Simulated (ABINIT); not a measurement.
# B (P4/mmm) in ABINIT: a series of runs

One crystal, B, is run at these levels: LDA; tasks: relaxation of cell and atoms, single point.

Everything below comes from runs of ABINIT 10.8.3 (patched build). Logs are shortened: lines on timing, memory, paths and dates and some standing lists are left out, and cuts for length are marked. The log counts tension as positive stress, the text compression.

## (1) The structure

The structure is tetragonal, space group P4/mmm (No. 123). Conventional cell: a = 2.346 Å, b = 2.346 Å, c = 1.586 Å, α = 90.00°, β = 90.00°, γ = 90.00°. Around B (site symmetry 4/mmm) lie 2 B at 1.59 Å.

The cell was built by a generator and needn't be a form met in nature.

## (2) Relaxation of cell and atoms, LDA

The input, run.abi:

```
pp_dirpath "./"
pseudos "B.upf"

acell 3*1.0 Angstrom
rprim
     2.3461100000     0.0000000000     0.0000000000
     0.0000000000     2.3461100000     0.0000000000
     0.0000000000     0.0000000000     1.5857900000
ntypat 1
znucl 5
natom 1
typat 1
chkprim 0
chksymtnons 0
tolsym 1.0e-6
xred
            1/2            1/2            1/2

ecut 1034.032677 eV
ecutsm 0.5

kptopt 1
ngkpt 8 8 12
nshiftk 1
shiftk 0.0 0.0 0.0

ixc 7

nband 6
occopt 3
tsmear 0.05 eV

nstep 80
tolvrs 1.0e-12

iomode 3
prteig 0
prtebands 0
prtwf 0
prtden 0

ionmov 2
optcell 2
ntime 50
tolmxf 2.0e-5
dilatmx 1.08
```

Potentials or basis: PseudoDojo NC SR LDA v0.4.1 standard.

The run is started by

```console
$ abinit run.abi > log 2>&1
```

run.abo:

```text
.Version 10.8.3 of ABINIT
 Symmetries : space group P4/m m m (#123); Bravais tP (primitive tetrag.)
================================================================================
 Values of the parameters that define the memory need of the present run
     intxc =       0    ionmov =       2      iscf =       7    lmnmax =       4
     lnmax =       4     mgfft =      30  mpssoang =       2    mqgrid =    3001
     natom =       1  nloc_mem =       1    nspden =       1   nspinor =       1
    nsppol =       1      nsym =      16    n1xccc =    2501    ntypat =       1
    occopt =       3   xclevel =       1
       mpw =         852          nfft =       16200          nkpt =         105
================================================================================
================================================================================

--------------------------------------------------------------------------------
------------- Echo of variables that govern the present computation ------------
--------------------------------------------------------------------------------
 -outvars: echo values of preprocessed input variables --------
            acell      1.8897261259E+00  1.8897261259E+00  1.8897261259E+00 Bohr
              amu      1.08110000E+01
          chkprim           0
      chksymtnons           0
          dilatmx      1.08000000E+00
             ecut      3.80000000E+01 Hartree
           ecutsm      5.00000000E-01 Hartree
           ionmov           2
                       outvar_i_n : Printing only first  50 k-points.
              ixc           7
                       outvar_i_n : Printing only first  50 k-points.
         kptrlatt        8    0    0      0    8    0      0    0   12
          kptrlen      3.54680429E+01
            natom           1
            nband           6
            ngfft          30      30      18
             nkpt         105
            nstep          80
             nsym          16
            ntime          50
           ntypat           1
                       prtocc : prtvol=0, do not print more k-points.
           occopt           3
          optcell           2
           prtden           0
        prtebands           0
           prteig           0
            prtwf           0
            rprim      2.3461100000E+00  0.0000000000E+00  0.0000000000E+00
                       0.0000000000E+00  2.3461100000E+00  0.0000000000E+00
                       0.0000000000E+00  0.0000000000E+00  1.5857900000E+00
          spgroup         123
           tolmxf      2.00000000E-05
           tolsym      1.00000000E-06
           tolvrs      1.00000000E-12
           tsmear      1.83746611E-03 Hartree
            typat      1
                       outvars : Printing only first  50 k-points.
           xangst      1.1730550000E+00  1.1730550000E+00  7.9289500000E-01
            xcart      2.2167526806E+00  2.2167526806E+00  1.4983543966E+00
             xred      5.0000000000E-01  5.0000000000E-01  5.0000000000E-01
            znucl        5.00000

================================================================================

 chkinp: Checking input parameters for consistency.

================================================================================
== DATASET  1 ==================================================================

--- !DatasetInfo
iteration_state: {dtset: 1, }
dimensions: {natom: 1, nkpt: 105, mband: 6, nsppol: 1, nspinor: 1, nspden: 1, mpw: 852, }
cutoff_energies: {ecut:  38.0, pawecutdg:  -1.0, }
electrons: {nelect:   3.00000000E+00, charge:   0.00000000E+00, occopt:   3.00000000E+00, tsmear:   1.83746611E-03, }
meta: {optdriver: 0, ionmov: 2, optcell: 2, iscf: 7, paral_kgb: 0, }
...

 Exchange-correlation functional for the present dataset will be:
  LDA: Perdew-Wang 92 LSD fit to Ceperley-Alder data - ixc=7
  J.P.Perdew and Y.Wang, PRB 45, 13244 (1992)

 Real(R)+Recip(G) space primitive vectors, cartesian coordinates (Bohr,Bohr^-1):
 R(1)=  4.4335054  0.0000000  0.0000000  G(1)=  0.2255552  0.0000000  0.0000000
 R(2)=  0.0000000  4.4335054  0.0000000  G(2)=  0.0000000  0.2255552  0.0000000
 R(3)=  0.0000000  0.0000000  2.9967088  G(3)=  0.0000000  0.0000000  0.3336994
 Unit cell volume ucvol=  5.8903218E+01 bohr^3
 Angles (23,13,12)=  9.00000000E+01  9.00000000E+01  9.00000000E+01 degrees

 getcut: wavevector=  0.0000  0.0000  0.0000  ngfft=  30  30  18
         ecut(hartree)=     44.323   => boxcut(ratio)=   2.00423

--- Pseudopotential description ------------------------------------------------
- pspini: atom type   1  psp file is ./B.upf
   5.00000   3.00000  180309                  znucl, zion, pspdat
12 -1012 1 -1 1498                            pspcod,pspxc,lmax,lloc,mmax
     nproj     2     2

   9.58107468E+00                                ecore*ucvol(ha*bohr**3)
--------------------------------------------------------------------------------

================================================================================

=== [ionmov= 2] Broyden-Fletcher-Goldfarb-Shanno method (forces)
================================================================================

--- Iteration: ( 1/50) Internal Cycle: (1/1)
--------------------------------------------------------------------------------

---SELF-CONSISTENT-FIELD CONVERGENCE--------------------------------------------

--- !BeginCycle
iteration_state: {dtset: 1, itime: 1, icycle: 1, }
solver: {iscf: 7, nstep: 80, nline: 4, wfoptalg: 0, }
tolerances: {tolvrs: 1.00E-12, }
...

     iter   Etot(hartree)      deltaE(h)  residm     vres2
 ETOT  1  -2.9093991544097    -2.909E+00 1.139E-01 3.053E+01
 ETOT  2  -2.9165299293222    -7.131E-03 4.268E-03 7.614E-02
 ETOT  3  -2.9165351024994    -5.173E-06 1.360E-02 4.125E-03
 ETOT  4  -2.9165353708000    -2.683E-07 3.089E-03 7.743E-06
 ETOT  5  -2.9165353712288    -4.288E-10 1.483E-03 5.678E-09
 ETOT  6  -2.9165353712292    -4.006E-13 1.015E-03 2.390E-11
 ETOT  7  -2.9165353712292     2.665E-15 3.163E-04 2.112E-13

 At SCF step    7       vres2   =  2.11E-13 < tolvrs=  1.00E-12 =>converged.

 Cartesian components of stress tensor (hartree/bohr^3)
  sigma(1 1)=  8.50840458E-05  sigma(3 2)=  0.00000000E+00
  sigma(2 2)=  8.50840458E-05  sigma(3 1)=  0.00000000E+00
  sigma(3 3)=  3.77382010E-04  sigma(2 1)=  0.00000000E+00

--- !ResultsGS
iteration_state: {dtset: 1, itime: 1, icycle: 1, }
comment   : Summary of ground state results
lattice_vectors:
- [  4.4335054,   0.0000000,   0.0000000, ]
- [  0.0000000,   4.4335054,   0.0000000, ]
- [  0.0000000,   0.0000000,   2.9967088, ]
lattice_lengths: [   4.43351,    4.43351,    2.99671, ]
lattice_angles: [ 90.000,  90.000,  90.000, ] # degrees, (23, 13, 12)
lattice_volume:   5.8903218E+01
convergence: {deltae:  2.665E-15, res2:  2.112E-13, residm:  3.163E-04, diffor: null, }
etotal    :  -2.91653537E+00
entropy   :   0.00000000E+00
fermie    :   2.17492669E-01
cartesian_stress_tensor: # hartree/bohr^3
- [  8.50840458E-05,   0.00000000E+00,   0.00000000E+00, ]
- [  0.00000000E+00,   8.50840458E-05,   0.00000000E+00, ]
- [  0.00000000E+00,   0.00000000E+00,   3.77382010E-04, ]
pressure_GPa:  -5.3698E+00
xred      :
- [  5.0000E-01,   5.0000E-01,   5.0000E-01,  B]
cartesian_forces: # hartree/bohr
- [ -0.00000000E+00,  -0.00000000E+00,  -0.00000000E+00, ]
force_length_stats: {min:   0.00000000E+00, max:   0.00000000E+00, mean:   0.00000000E+00, }
...
[... 524 lines left out ...]
---OUTPUT-----------------------------------------------------------------------

 Cartesian coordinates (xcart) [bohr]
  2.18910133445311E+00  2.18910133445311E+00  1.48409112436412E+00
 Reduced coordinates (xred)
  5.00000000000000E-01  5.00000000000000E-01  5.00000000000000E-01
 Cartesian forces (fcart) [Ha/bohr]; max,rms= 0.00000E+00 0.00000E+00 (free atoms)
 -0.00000000000000E+00 -0.00000000000000E+00 -0.00000000000000E+00
 Gradient of E wrt nuclear positions in reduced coordinates (gred)
  0.00000000000000E+00  0.00000000000000E+00  0.00000000000000E+00
 Scale of Primitive Cell (acell) [bohr]
  4.37820266890622E+00  4.37820266890622E+00  2.96818224872824E+00
 Real space primitive translations (rprimd) [bohr]
  4.37820266890622E+00  0.00000000000000E+00  0.00000000000000E+00
  0.00000000000000E+00  4.37820266890622E+00  0.00000000000000E+00
  0.00000000000000E+00  0.00000000000000E+00  2.96818224872824E+00
 Unitary Cell Volume (ucvol) [Bohr^3]=  5.68960722181858E+01
 Angles (23,13,12)= [degrees]
  9.00000000000000E+01  9.00000000000000E+01  9.00000000000000E+01
 Lengths [Bohr]
  4.37820266890622E+00  4.37820266890622E+00  2.96818224872824E+00
 Stress tensor in cartesian coordinates (strten) [Ha/bohr^3]
 -1.40770136792916E-08  0.00000000000000E+00  0.00000000000000E+00
  0.00000000000000E+00 -1.40770136771232E-08  0.00000000000000E+00
  0.00000000000000E+00  0.00000000000000E+00  2.04589126464802E-08
 Total energy (etotal) [Ha]= -2.91670559915722E+00

 Difference of energy with previous step (new-old):
           Absolute (Ha)=-6.65686E-10
           Relative     =-2.28232E-10

 At Broyd/MD step   7, gradients are converged :
  max grad (force/stress) = 2.0459E-06 < tolmxf= 2.0000E-05 ha/bohr (free atoms)

================================================================================

 ----iterations are completed or convergence reached----

 Mean square residual over all n,k,spin=   89.934E-10; max=  56.657E-07
 reduced coordinates (array xred) for    1 atoms
       0.500000000000      0.500000000000      0.500000000000
 rms dE/dt=  0.0000E+00; max dE/dt=  0.0000E+00; dE/dt below (all hartree)
    1       0.000000000000      0.000000000000      0.000000000000

 cartesian coordinates (angstrom) at end:
    1      1.15842253776404     1.15842253776404     0.78534720138411

 cartesian forces (hartree/bohr) at end:
    1     -0.00000000000000    -0.00000000000000    -0.00000000000000
 frms,max,avg= 0.0000000E+00 0.0000000E+00   0.000E+00  0.000E+00  0.000E+00 h/b

 cartesian forces (eV/Angstrom) at end:
    1     -0.00000000000000    -0.00000000000000    -0.00000000000000
 frms,max,avg= 0.0000000E+00 0.0000000E+00   0.000E+00  0.000E+00  0.000E+00 e/A
 length scales=  4.378202668906  4.378202668906  2.968182248728 bohr
              =  2.316845075528  2.316845075528  1.570694402768 angstroms
 Fermi (or HOMO) energy (hartree) =   0.22872   Average Vxc (hartree)=  -0.41512
 Eigenvalues (hartree) for nkpt= 105  k points:
 kpt#   1, nband=  6, wtk=  0.00130, kpt=  0.0000  0.0000  0.0000 (reduced coord)
  -0.28783    0.39725    0.39725    0.77202    0.81832    1.21119
      occupation numbers for kpt#   1
   2.00000    0.00000    0.00000    0.00000    0.00000    0.00000
 prteigrs : prtvol=0 or 1, do not print more k-points.

--- !EnergyTerms
iteration_state     : {dtset: 1, itime: 7, icycle: 1, }
comment             : Components of total free energy in Hartree
kinetic             :  1.92323620438781E+00
hartree             :  1.72157719607546E-01
xc                  : -1.18694783178214E+00
Ewald energy        : -3.14575356329508E+00
psp_core            :  1.68396065028356E-01
local_psp           : -9.38070413248975E-01
non_local_psp       :  9.03463039411862E-02
internal            : -2.91663551536130E+00
'-kT*entropy'       : -7.00837959178780E-05
total_energy        : -2.91670559915722E+00
total_energy_eV     : -7.93676026244826E+01
band_energy         :  2.06324086176984E-02
...

 Cartesian components of stress tensor (hartree/bohr^3)
  sigma(1 1)= -1.40770137E-08  sigma(3 2)=  0.00000000E+00
  sigma(2 2)= -1.40770137E-08  sigma(3 1)=  0.00000000E+00
  sigma(3 3)=  2.04589126E-08  sigma(2 1)=  0.00000000E+00

-Cartesian components of stress tensor (GPa)         [Pressure=  7.5466E-05 GPa]
- sigma(1 1)= -4.14160041E-04  sigma(3 2)=  0.00000000E+00
- sigma(2 2)= -4.14160041E-04  sigma(3 1)=  0.00000000E+00
- sigma(3 3)=  6.01921991E-04  sigma(2 1)=  0.00000000E+00

== END DATASET(S) ==============================================================
================================================================================

 -outvars: echo values of variables after computation  --------
            acell      4.3782026689E+00  4.3782026689E+00  2.9681822487E+00 Bohr
           etotal     -2.9167055992E+00
            fcart     -0.0000000000E+00 -0.0000000000E+00 -0.0000000000E+00
           strten     -1.4077013679E-08 -1.4077013677E-08  2.0458912646E-08
                       0.0000000000E+00  0.0000000000E+00  0.0000000000E+00
           xangst      1.1584225378E+00  1.1584225378E+00  7.8534720138E-01
             xred      5.0000000000E-01  5.0000000000E-01  5.0000000000E-01
 Calculation completed.
```

Run time: 41 s. Hardware: 1 thread of Arm Neoverse V1, shared host; peak memory 0.06 GiB.

Results:

| Quantity | Value |
| --- | --- |
| Free energy | -79.3676 eV |
| Relaxed volume | 8.43 Å³/atom |
| Relaxed cell | a = 2.317 Å, b = 2.317 Å, c = 1.571 Å, α = 90.00°, β = 90.00°, γ = 90.00° |
| Space group after relaxing (to 0.05 Å) | P4/mmm (No. 123) |
| Energy gained by relaxing | 4.6 meV/atom |
| Ionic steps | 7 |
| Pressure after relaxing | 0.0 GPa |
| Band gap on the k mesh | none (metal or under the smearing width) |

The path:
| step | energy change (eV) | largest force (eV/Å) | pressure (GPa) | volume (Å³) |
| --- | --- | --- | --- | --- |
| 1 | 0.0000 | 0.0000 | -5.37 | 8.73 |
| 2 | -0.0033 | 0.0000 | -0.61 | 8.59 |
| 3 | -0.0039 | 0.0000 | -0.91 | 8.56 |
| 4 | -0.0046 | 0.0000 | -0.45 | 8.47 |
| 5 | -0.0046 | 0.0000 | -0.07 | 8.43 |
| 6 | -0.0046 | 0.0000 | -0.01 | 8.43 |
| 7 | -0.0046 | 0.0000 | 0.00 | 8.43 |

Final structure:
```
CELL_PARAMETERS angstrom
2.31685 0.00000 0.00000
0.00000 2.31685 0.00000
0.00000 0.00000 1.57069
ATOMIC_POSITIONS crystal
B 0.50000 0.50000 0.50000
```

## (3) Single point, LDA (cell relaxed)

The input, run.abi:

```
# Pseudopotentials
pp_dirpath "./"
pseudos "B.upf"

# Structure
acell 3*1.0
rprim
     4.3782026744     0.0000000000     0.0000000000
     0.0000000000     4.3782026744     0.0000000000
     0.0000000000     0.0000000000     2.9681822415
ntypat 1
znucl 5
natom 1
typat 1
xcart
     1.1584225400     1.1584225400     0.7853472000 Angstrom
chkprim 0
chksymtnons 0
tolsym 1.0e-6

# Plane-wave basis
ecut 1034.032677 eV

# k points
kptopt 1
ngkpt 8 8 12
nshiftk 1
shiftk 0.0 0.0 0.0

# Exchange and correlation
ixc 7

# Bands and occupations
nband 6
occopt 3
tsmear 0.05 eV

# SCF cycle
nstep 100
tolvrs 1.0e-10

# Output
iomode 3
prtwf 0
prteig 0
prtebands 0
enunit 1
prtden 1
prtvha 1
prtvclmb 1
prtpot 1
prtelf 1
```

Potentials or basis: PseudoDojo NC SR LDA v0.4.1 standard.

The run is started by

```console
$ abinit run.abi > log 2>&1
```

Run time: 6.2 s. Hardware: 1 thread of Arm Neoverse V1, shared host; peak memory 0.07 GiB.

It converged, with:

- Free energy: -79.3677 eV
- Pressure: -0.1 GPa
- Band gap on the k mesh: none (metal or under the smearing width)
- Valence electrons inside the program's atomic spheres: B 2.63 (radii [1.0584] Å)

Levels at points of the mesh, in eV from the Fermi level:
```tsv
k point	band 1	band 2	band 3	band 4
(0.00, 0.00, 0.00)	-14.06	4.59	4.59	14.78
(0.50, 0.00, 0.00)	-9.05	-7.62	6.48	20.29
(0.50, 0.50, 0.00)	-4.26	-4.26	-3.93	5.13
(0.00, 0.00, 0.50)	-6.02	1.64	13.80	13.80
(0.50, 0.00, 0.50)	-3.90	4.27	7.50	11.04
(0.50, 0.50, 0.50)	-2.16	6.78	6.78	14.48
```
